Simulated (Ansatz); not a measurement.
Runs of Ansatz 0.2.0 on Re. It takes space group P6_3/mmc (No. 194, hexagonal). Conventional cell: a = 2.766 Å, b = 2.766 Å, c = 8.939 Å, α = 90.00°, β = 90.00°, γ = 120.00°. Re (site symmetry -6m2) has 12 Re at 2.75 to 2.77 Å as nearest neighbours. Re (site symmetry -3m) is surrounded by 12 Re at 2.75 to 2.77 Å. 

| task | level | potentials or basis | spin | k mesh | cutoff (eV) | mesh quality | gap on the mesh (eV) | V0 of scaled cells (Å³/atom) | B0 (GPa) |
| --- | --- | --- | --- | --- | --- | --- | --- | --- | --- |
| equation of state | r2SCAN | Ansatz PAW | SOC, no magnetisation | 11 × 11 × 3 | 500 | not flagged | - | 14.72 | 383 |
| single point | PBE | Ansatz PAW | off | 5 × 5 × 2 | 420 | coarse | none | - | - |
| phonons | LDA | Ansatz PAW | off | 9 × 9 × 3 | 420 | not flagged | none | - | - |
| equation of state | PBE | PseudoDojo standard | off | 11 × 11 × 3 | 980 | not flagged | - | (a) | 365 |
| phonons | PBE | Ansatz PAW | off | 9 × 9 × 3 | 420 | not flagged | none | - | - |
| phonons | PBEsol | Ansatz PAW | off | 9 × 9 × 3 | 420 | not flagged | none | - | - |
| equation of state | BLYP | Ansatz PAW | off | 11 × 11 × 3 | 420 | not flagged | - | (b) | 324 |

Alike in all rows: cell as given; smearing fermi-dirac 0.05 eV.

Task: Estimate the missing entries.

Result: (a) 14.94; (b) 15.52.

Caveats: some runs use coarse meshes; the cell was scaled at fixed shape and fractional positions, which overstates the stiffness of a crystal with free parameters, most of all of layers and chains (some runs); the PAW data sets come from PBE, with cores solved anew for the run's functional, which leaves a small shift of forces and pressure (some runs); the PAW data sets were made with another functional, which shifts forces and pressure a little (some runs); the potentials were made for another functional, which shifts forces and pressure (some runs).

A k mesh can miss the band edges, and rows without SOC leave out spin-orbit coupling on Re.

A gap of «none» marks a metal or a gap under the smearing width.
